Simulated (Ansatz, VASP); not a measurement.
BN: VASP beside Ansatz

The input INCAR:

```
  ALGO = Normal
  EDIFF = 1E-6
  ENCUT = 520
  GGA = PE
  ISIF = 2
  ISMEAR = 0
  IVDW = 12
  LASPH = True
  LCHARG = False
  LREAL = False
  LWAVE = False
  NBANDS = 16
  NELM = 100
  PREC = Accurate
  SIGMA = 0.05
```

KPOINTS

```
k-points
0
Gamma
  12 12 4
```

Contents of POSCAR:

```
BN
1.0
    2.5382972235      0.0000000000      0.0000000000
   -1.2691486118      2.1982298779      0.0000000000
    0.0000000000      0.0000000000      6.4823622293
B N
2 2
Direct
    0.3333333333      0.6666666667      0.2500000000
    0.6666666667      0.3333333333      0.7500000000
    0.3333333333      0.6666666667      0.7500000000
    0.6666666667      0.3333333333      0.2500000000
```

Input for Ansatz:

```yaml
crystal:
  lattice:
    - [2.5382972235, 0.0, 0.0]
    - [-1.2691486118, 2.1982298779, 0.0]
    - [0.0, 0.0, 6.4823622293]
  atoms:
    - { symbol: B, position: [0.3333333333, 0.6666666667, 0.25] }
    - { symbol: B, position: [0.6666666667, 0.3333333333, 0.75] }
    - { symbol: "N", position: [0.3333333333, 0.6666666667, 0.75] }
    - { symbol: "N", position: [0.6666666667, 0.3333333333, 0.25] }
basis:
  ecutwfc: 420
kpoints:
  mp_grid: { grid: [12, 12, 4] }
hamiltonian:
  xc: pbe
  dispersion: d3bj
scf:
  occupations: { method: gaussian, width: 0.05 }
output:
  forces: true
  stress: true
  eigenvalues: true
```

Alike in both runs: task single point; functional PBE; dispersion D3(BJ); k mesh 12 × 12 × 4; occupations gaussian, width 0.05 eV; no spin polarisation.

```csv
,VASP,Ansatz
version,VASP 6.6.1,Ansatz 0.2.0
potentials or method,"VASP PAW PBE potentials, release 64 (B, N)","scalar-relativistic, plane waves, PAW"
plane-wave cutoff (eV),520,420
valence electrons in the cell,16,16
```

```csv
,VASP,Ansatz,Ansatz less VASP
gap on the k mesh at the Fermi level (eV),4.14,4.15,+0.006
least direct gap on the mesh (eV),4.51,4.51,+0.007
pressure (GPa),-8.5,-8.6,-0.07
largest component of the traceless stress (GPa),9.04,9.23,+0.190
```

A k mesh can miss the band edges.
